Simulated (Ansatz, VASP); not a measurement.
**MnO in VASP and in Ansatz**

```
CELL_PARAMETERS angstrom
0.00000 2.17660 2.30849
2.17660 0.00000 2.30849
2.17660 2.17660 0.00000
ATOMIC_POSITIONS crystal
Mn 0.00000 0.00000 0.00000
O 0.50000 0.50000 0.50000
```

Change from the starting cell: z stretched by +4 % at fixed volume, PAW files.

Alike in both runs: task electric field gradients; functional PBE; k mesh 13 × 13 × 13; occupations fermi-dirac, width 0.05 eV; collinear spin.

|  | VASP | Ansatz |
| --- | --- | --- |
| version | VASP 6.6.1 | Ansatz 0.2.0 |
| potentials or method | VASP PAW PBE potentials, release 64 (Mn_pv, O) | PAW with Ansatz's default frozen-core files, scalar-relativistic |
| plane-wave cutoff (eV) | 520 | 420 |
| valence electrons in the cell | 19 | 21 |

VASP gave:

| Quantity | Value |
| --- | --- |
| pressure (GPa) | 0.7 |
| largest component of the traceless stress (GPa) | 0.15 |
| net moment per atom (μB) | 2.37 |
| size of the moment on the site where the two differ most (μB) | 4.30 |
| Vzz of the field gradient on the site that differs most (V/Å²) | -10.3 |

Question: Estimate Ansatz's values.

Answer: Pressure (GPa): 0.5; largest component of the traceless stress (GPa): 0.35; net moment per atom (μB): 2.37; size of the moment on the site where the two differ most (μB): 3.98; Vzz of the field gradient on the site that differs most (V/Å²): -10.6.

Site moments also hang on the region over which each program counts them. The two sets of potentials don't hold the same shells in valence.

Caveats: a cell with one magnetic atom can't hold antiferromagnetic order, which such compounds often take.
